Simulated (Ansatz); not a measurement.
Runs of Ansatz 0.2.0 on CdS (Greenockite). It takes space group P6_3mc (No. 186, hexagonal). The conventional cell has a = 4.150 Å, b = 4.150 Å, c = 6.737 Å, α = 90.00°, β = 90.00°, γ = 120.00°. Cd (site symmetry 3m) is surrounded by 4 S at 2.53 to 2.54 Å. S (site symmetry 3m) has 4 Cd at 2.53 to 2.54 Å as nearest neighbours. 

```csv
task,level,spin,cell,k mesh,cutoff (eV),smearing,points for each segment of the path,broadening,atoms under strain,gap on the mesh (eV),pressure (GPa),relaxed volume (Å³/atom),largest force (eV/Å)
band structure,PBEsol,"SOC, no magnetisation",as given,5 × 5 × 3,420,fermi-dirac 0.05 eV,14,-,-,1.04,-1.0,-,0.06
single point,LDA,off,as given,7 × 7 × 4,420,gaussian 0.05 eV,-,-,-,0.91,-3.1,-,0.06
relaxation of cell and atoms,RPBE+D3(BJ),off,relaxed,7 × 7 × 4,420,fermi-dirac 0.05 eV,-,-,-,1.59,0.0,23.30,-
relaxation of cell and atoms,BLYP,off,relaxed,7 × 7 × 4,420,fermi-dirac 0.05 eV,-,-,-,0.90,0.0,27.55,-
single point,RPBE,off,as given,7 × 7 × 4,420,gaussian 0.02 eV,-,-,-,1.38,4.3,-,0.07
optical spectrum,r2SCAN+D3(BJ),off,as given,7 × 7 × 4,500,gaussian 0.1 eV,-,0.05 eV,-,1.66,-,-,-
band structure,RPBE+D3(BJ),off,as given,7 × 7 × 4,420,gaussian 0.01 eV,14,-,-,1.38,-4.4,-,0.09
relaxation of cell and atoms,PBEsol,off,relaxed,7 × 7 × 4,420,fermi-dirac 0.05 eV,-,-,-,(b),0.0,24.70,0.01
band structure,r2SCAN,off,as given,7 × 7 × 4,500,fermi-dirac 0.05 eV,14,-,-,1.66,0.7,-,0.07
Born charges and dielectric tensor,PBEsol,off,as given,7 × 7 × 4,420,fixed,-,-,-,1.06,-,-,-
relaxation of cell and atoms,BLYP+D3(BJ),off,relaxed,7 × 7 × 4,420,fermi-dirac 0.05 eV,-,-,-,1.11,0.0,(a),-
elastic constants,LDA,off,as given,5 × 5 × 3,420,fixed,-,-,relaxed,0.91,-3.1,-,-
```

Alike in all rows: potentials or basis Ansatz PAW.

Question: Estimate the missing entries.

Answer: (a) 25.27; (b) 1.09.

Caveats: the PAW data sets come from PBE, with cores solved anew for the run's functional, which leaves a small shift of forces and pressure; odd divisions of the mesh miss points on the zone boundary, where band edges often lie, so the gap on the mesh can be too wide (some runs); the plane-wave basis is chosen anew once the cell has moved, so the energies of steps on either side of that aren't comparable (some runs); spectra need much finer meshes, so this one isn't converged (some runs); independent-particle spectra lack excitons (some runs); the dispersion damping was fitted for another functional or another form of the correction (some runs); the cell is more than 3 GPa from zero pressure, which shifts response properties (some runs).

A k mesh can miss the band edges, and rows without SOC leave out spin-orbit coupling on Cd.

Runs at the PBE level aren't shown here.
